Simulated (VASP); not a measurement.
# HfC (P1) in VASP: a series of runs

The runs below take HfC through single point, with PBE.

Program: VASP 6.6.1. These are calculated values, not measurements. Logs are shortened: lines on timing, memory, paths and dates and some standing lists are left out, and cuts for length are marked.

### 1 The cell of the first run

The typed cell holds 2 atoms: a = 3.288 Å, b = 3.288 Å, c = 3.288 Å, α = 60.00°, β = 60.00°, γ = 60.00°.

### 2 Single point, PBE (one atom moved)

Contents of INCAR:

```
PREC = Accurate
ENCUT = 520
EDIFF = 1E-6
ISMEAR = 0
SIGMA = 0.1
LREAL = False
LASPH = True
NELM = 100
ALGO = Fast
ISIF = 2
LWAVE = False
LCHARG = False
GGA = PE
NBANDS = 14
```

Contents of KPOINTS:

```
Automatic mesh
0
Gamma
  14 14 14
```

Contents of POSCAR:

```
HfC
1.0
    0.0000000000      2.3250000000      2.3250000000
    2.3250000000      0.0000000000      2.3250000000
    2.3250000000      2.3250000000      0.0000000000
Hf C
1 1
Direct
    0.5000000000      0.5000000000      0.5000000000
    0.0832989247     -0.0935139785      0.0767956989
```

Potentials or basis: VASP PAW PBE potentials, release 64 (Hf_pv, C).

Command:

```
> cat potpaw_PBE.64/Hf_pv/POTCAR potpaw_PBE.64/C/POTCAR > POTCAR
> mpirun -np 1 vasp_std > vasp.out
```

OUTCAR:

```text
PREC = Accurate
   ENCUT = 520
   EDIFF = 1E-6
   ISMEAR = 0
   LREAL = False
   LASPH = True
   NELM = 100
   ISIF = 2
   GGA = PE

 ion  position               nearest neighbor table
   1  0.500  0.500  0.500-   2 1.95   2 2.32   2 2.33   2 2.38   2 2.39   2 2.70
   2  0.083  0.906  0.077-   1 1.95   1 2.32   1 2.33   1 2.38   1 2.39   1 2.70

  LATTYP: Found a face centered cubic cell.
 ALAT       =     4.6500000000

  Lattice vectors:

 A1 = (   0.0000000000,   2.3250000000,   2.3250000000)
 A2 = (   2.3250000000,   0.0000000000,   2.3250000000)
 A3 = (   2.3250000000,   2.3250000000,   0.0000000000)

Analysis of symmetry for initial positions (statically):
=====================================================================
 Subroutine PRICEL returns:
 Original cell was already a primitive cell.

 Routine SETGRP: Setting up the symmetry group for a
 face centered cubic supercell.

 Subroutine GETGRP returns: Found  1 space group operations
 (whereof  1 operations were pure point group operations)
 out of a pool of 48 trial point group operations.

The static configuration has the point symmetry C_1 .

Analysis of symmetry for dynamics (positions and initial velocities):
=====================================================================
 Subroutine PRICEL returns:
 Original cell was already a primitive cell.

 Routine SETGRP: Setting up the symmetry group for a
 face centered cubic supercell.

 Subroutine GETGRP returns: Found  1 space group operations
 (whereof  1 operations were pure point group operations)
 out of a pool of 48 trial point group operations.

The dynamic configuration has the point symmetry C_1 .

 Subroutine INISYM returns: Found  1 space group operations
 (whereof  1 operations are pure point group operations),
 and found     1 'primitive' translations

----------------------------------------------------------------------------------------

                                     Primitive cell

  volume of cell :      25.1362

  direct lattice vectors                    reciprocal lattice vectors
     0.000000000  2.325000000  2.325000000    -0.215053763  0.215053763  0.215053763
     2.325000000  0.000000000  2.325000000     0.215053763 -0.215053763  0.215053763
     2.325000000  2.325000000  0.000000000     0.215053763  0.215053763 -0.215053763

  length of vectors
     3.288046533  3.288046533  3.288046533     0.372484045  0.372484045  0.372484045

  position of ions in fractional coordinates (direct lattice)
     0.500000000  0.500000000  0.500000000
     0.083298925  0.906486022  0.076795699

  ion indices of the primitive-cell ions
   primitive index   ion index
                 1           1
                 2           2

----------------------------------------------------------------------------------------

 KPOINTS: Automatic mesh

Automatic generation of k-mesh.
 Grid dimensions read from file:
 generate k-points for:   14   14   14

 Generating k-lattice:

  Cartesian coordinates                     Fractional coordinates (reciprocal lattice)
    -0.015360983  0.015360983  0.015360983     0.071428571  0.000000000  0.000000000
     0.015360983 -0.015360983  0.015360983     0.000000000  0.071428571  0.000000000
     0.015360983  0.015360983 -0.015360983     0.000000000  0.000000000  0.071428571

  Length of vectors
     0.026606003  0.026606003  0.026606003

  Shift w.r.t. Gamma in fractional coordinates (k-lattice)
     0.000000000  0.000000000  0.000000000

 Subroutine IBZKPT returns following result:
 ===========================================

 Found   1376 irreducible k-points:

 Following reciprocal coordinates:
            Coordinates               Weight
  0.000000  0.000000  0.000000      1.000000
  0.071429  0.000000  0.000000      2.000000
  0.000000  0.071429  0.000000      2.000000
  0.000000  0.000000  0.071429      2.000000
  0.071429  0.071429  0.071429      2.000000
  0.142857  0.000000  0.000000      2.000000
[... 16 lines left out ...]
  0.000000  0.428571  0.000000      2.000000
  0.000000  0.000000  0.428571      2.000000
 [... further k-points ...]
   k-points           NKPTS =   1376   k-points in BZ     NKDIM =   1376   number of bands    NBANDS=     14
   number of dos      NEDOS =    301   number of ions     NIONS =      2
   total plane-waves  NPLWV =  13824
   dimension x,y,z NGX =    24 NGY =   24 NGZ =   24
   dimension x,y,z NGXF=    48 NGYF=   48 NGZF=   48
   ions per type =               1   1
   NGX,Y,Z   is equivalent  to a cutoff of  12.13, 12.13, 12.13 a.u.
   NGXF,Y,Z  is equivalent  to a cutoff of  24.27, 24.27, 24.27 a.u.
 SYSTEM =  unknown system
   PREC   = accura    normal or accurate (medium, high low for compatibility)
   ISTART =      0    job   : 0-new  1-cont  2-samecut
   ICHARG =      2    charge: 1-file 2-atom 10-const
   ISPIN  =      1    spin polarized calculation?
   LNONCOLLINEAR =      F non collinear calculations
   LSORBIT =      F    spin-orbit coupling
   LASPH  =      T    aspherical Exc in radial PAW
   ENCUT  =  520.0 eV  38.22 Ry    6.18 a.u.   6.11  6.11  6.11*2*pi/ulx,y,z
   NELM   =    100;   NELMIN=  2; NELMDL= -5     # of ELM steps
   EDIFF  = 0.1E-05   stopping-criterion for ELM
   LREAL  =      F    real-space projection
   EDIFFG = 0.1E-04   stopping-criterion for IOM
   NSW    =      0    number of steps for IOM
   IBRION =     -1    ionic relax: 0-MD 1-quasi-New 2-CG
   NFREE  =      0    steps in history (QN), initial steepest desc. (CG)
   ISIF   =      2    stress and relaxation
   ISYM   =      2    0-nonsym 1-usesym 2-fastsym
   POTIM  = 0.5000    time-step for ionic-motion
   TEBEG  =    0.0;   TEEND  =   0.0 temperature during run
   PSTRESS=    0.0 pullay stress
   NELECT =      14.0000    total number of electrons
   NUPDOWN=      -1.0000    fix difference up-down
   EMIN   =  10.00;   EMAX   =-10.00  energy-range for DOS
   EFERMI =   0.00;   METHOD = LEGACY
   ISMEAR =     0;   SIGMA  =   0.10  broadening in eV -4-tet -1-fermi 0-gaus
   EFERMI_NEDOS =   21; number of points for ismear=-14 and -15
   IALGO  =     68    algorithm
   IMIX   =      4    mixing-type and parameters
     AMIX     =   0.40;   BMIX     =  1.00
     AMIX_MAG =   1.60;   BMIX_MAG =  1.00
  volume/ion in A,a.u.               =      12.57        84.81
  Fermi-wavevector in a.u.,A,eV,Ry     =   1.346949  2.545365 24.684672  1.814272
  Thomas-Fermi vector in A             =   2.474740
   LORBIT       =      0    0 simple, 1 ext, 2 COOP (PROOUT), +10 PAW based schemes
   GGA     = PE    functional components
   LHFCALC =     F    Hartree Fock is set to
   AEXX    =    0.0000 exact exchange contribution
   IVDW    =     0    specifies the selected vdW correction
   LEPSILON=     F    determine dielectric tensor
   LRPA    =     F    only Hartree local field effects (RPA)
 non-spin polarized calculation
 RMM-DIIS sequential band-by-band and
 Gauss-broadening in eV      SIGMA  =   0.10
  energy-cutoff  :      520.00
  volume of cell :       25.14
 maximum number of plane-waves:       700
   NGX = 13   NGY = 13   NGZ = 13

 number of electron      14.0000000 magnetization

 Free energy of the ion-electron system (eV)
  ---------------------------------------------------
  ext. energy  EPLUGINS =         0.00000000
  ---------------------------------------------------
  free energy    TOTEN  =       -20.35794837 eV

  energy without entropy =      -20.35701191  energy(sigma->0) =      -20.35748014

 E-fermi :   5.8377     XC(G=0): -12.2249

 val. band max:        5.8308521034   @ k =   0.2143   0.0000   0.2143
 cond. band min:       5.8434237752   @ k =   0.3571   0.0714   0.3571
 fundamental gap:      0.0125716719
 Fermi energy:         5.8377173111

 k-point     1 :       0.0000    0.0000    0.0000
  band No.  band energies     occupation
      1     -23.6366      2.00000
      2     -23.5735      2.00000
      3     -23.5723      2.00000
      4      -6.2581      2.00000
      5       4.9712      2.00000
      6       4.9849      2.00000
      7       5.3082      2.00000
      8       7.3833      0.00000
      9       9.2958      0.00000
     10       9.7677      0.00000
     11       9.8720      0.00000
     12      11.9106      0.00000
     13      12.6321      0.00000
     14      16.6610      0.00000

 k-point     2 :       0.0714    0.0000    0.0000
  band No.  band energies     occupation
      1     -23.6573      2.00000
      2     -23.5922      2.00000
      3     -23.5772      2.00000
      4      -6.1305      2.00000
      5       4.5092      2.00000
      6       4.9201      2.00000
      7       5.4382      2.00000
      8       7.4030      0.00000
      9       8.7821      0.00000
     10       9.4572      0.00000
     11      10.7447      0.00000
     12      12.3458      0.00000
     13      12.9977      0.00000
     14      17.0299      0.00000

 k-point     3 :       0.0000    0.0714    0.0000
  band No.  band energies     occupation
      1     -23.6576      2.00000
      2     -23.5925      2.00000
      3     -23.5762      2.00000
      4      -6.1315      2.00000
      5       4.5287      2.00000
      6       4.8952      2.00000
      7       5.4137      2.00000
      8       7.4213      0.00000
      9       8.7892      0.00000
     10       9.5016      0.00000
     11      10.7227      0.00000
     12      12.3191      0.00000
     13      13.0067      0.00000
     14      17.0339      0.00000
[... 324 lines left out ...]
 k-point    23 :       0.0000    0.4286    0.0000
  band No.  band energies     occupation
      1     -24.2549      2.00000
      2     -23.6796      2.00000
      3     -23.6450      2.00000
      4      -3.1196      2.00000
      5       0.3875      2.00000
      6       3.0703      2.00000
      7       3.2510      2.00000
      8      10.1207      0.00000
      9      11.0507      0.00000
     10      11.1101      0.00000
     11      13.4659      0.00000
     12      15.6545      0.00000
     13      17.5312      0.00000
     14      19.5804      0.00000

 k-point    24 :       0.0000    0.0000    0.4286
  band No.  band energies     occupation
      1     -24.2601      2.00000
      2     -23.6816      2.00000
      3     -23.6476      2.00000
      4      -3.0592      2.00000
      5       0.3387      2.00000
      6       3.1443      2.00000
      7       3.3950      2.00000
      8       9.9644      0.00000
      9      10.9375      0.00000
     10      11.1481      0.00000
     11      13.2567      0.00000
     12      15.4918      0.00000
     13      17.3822      0.00000
     14      19.6678      0.00000

 [... further k-points ...]

------------------------ aborting loop because EDIFF is reached ----------------------------------------

  FORCE on cell =-STRESS in cart. coord.  units (eV):
  Direction    XX          YY          ZZ          XY          YZ          ZX
  --------------------------------------------------------------------------------------
  -------------------------------------------------------------------------------------
  Total       -0.2582955      7.2610098     -0.3075285      0.2010455      0.1228235     -0.0165993
  in kB      -16.4637399    462.8163960    -19.6018486     12.8146324      7.8287629     -1.0580358
  external PRESSURE =     142.2502691 kB  Pullay stress =       0.0000000 kB

 VOLUME and BASIS-vectors are now :
 -----------------------------------------------------------------------------
  energy-cutoff  :      520.00
  volume of cell :       25.14
      direct lattice vectors                 reciprocal lattice vectors
     0.000000000  2.325000000  2.325000000    -0.215053763  0.215053763  0.215053763
     2.325000000  0.000000000  2.325000000     0.215053763 -0.215053763  0.215053763
     2.325000000  2.325000000  0.000000000     0.215053763  0.215053763 -0.215053763

 POSITION                                       TOTAL-FORCE (eV/Angst)
 -----------------------------------------------------------------------------------
      2.32500      2.32500      2.32500        -0.150668      4.733014     -0.090212
      2.28613      0.37222      2.30125         0.150668     -4.733014      0.090212
 -----------------------------------------------------------------------------------
    total drift:                                0.000006     -0.000158     -0.000010

  FREE ENERGIE OF THE ION-ELECTRON SYSTEM (eV)
  ---------------------------------------------------
  free  energy   TOTEN  =       -20.3579483733 eV

  energy  without entropy=      -20.3570119103  energy(sigma->0) =      -20.35748014
```

Run time: 3.8 min. Hardware: 1 thread of Intel Xeon Platinum 8488C (Sapphire Rapids), shared host; peak memory 0.58 GiB.

What came out:

| Property | Result |
| --- | --- |
| Free energy | -20.3579 eV |
| Pressure | 14.2 GPa |
| Largest force | 4.736 eV/Å |
| Band gap on the k mesh | none (metal or under the smearing width) |

Forces in eV/Å, atoms in the order of the input:
```
Hf  -0.151  4.733 -0.090
C    0.151 -4.733  0.090
```

Stress tensor (GPa, compression positive):
```
-1.65  1.28 -0.11
 1.28 46.28  0.78
-0.11  0.78 -1.96
```

Levels at points of the mesh, in eV from the Fermi level:
| k point | band 4 | band 5 | band 6 | band 7 | band 8 | band 9 | band 10 | band 11 |
| --- | --- | --- | --- | --- | --- | --- | --- | --- |
| (0.00, 0.00, 0.00) | -12.10 | -0.87 | -0.85 | -0.53 | 1.55 | 3.46 | 3.93 | 4.03 |
| (0.50, 0.00, 0.00) | -8.62 | -5.80 | -2.81 | -2.60 | 4.69 | 5.48 | 5.76 | 6.74 |
| (0.00, 0.50, 0.00) | -8.66 | -5.76 | -2.85 | -2.69 | 4.75 | 5.63 | 5.70 | 6.86 |
| (0.00, 0.00, 0.50) | -8.59 | -5.82 | -2.78 | -2.55 | 4.66 | 5.46 | 5.74 | 6.67 |
| (0.50, 0.50, 0.50) | -8.55 | -5.86 | -2.73 | -2.48 | 4.60 | 5.53 | 5.61 | 6.59 |
| (0.50, 0.50, 0.00) | -10.11 | -3.21 | -2.50 | -0.25 | 2.04 | 6.09 | 6.78 | 6.82 |
| (0.00, 0.50, 0.50) | -10.11 | -3.21 | -2.50 | -0.24 | 2.02 | 6.09 | 6.78 | 6.81 |
| (0.50, 0.00, 0.50) | -10.06 | -2.08 | -1.73 | 0.01 | 0.07 | 5.57 | 6.09 | 6.77 |

Caveat: forces of over 1 eV/Å show positions far from the minimum, so gaps and moduli don't describe the material at rest. Spin-orbit coupling is left out, which matters for the levels of Hf.

(Part 1 of 2 ends here.)
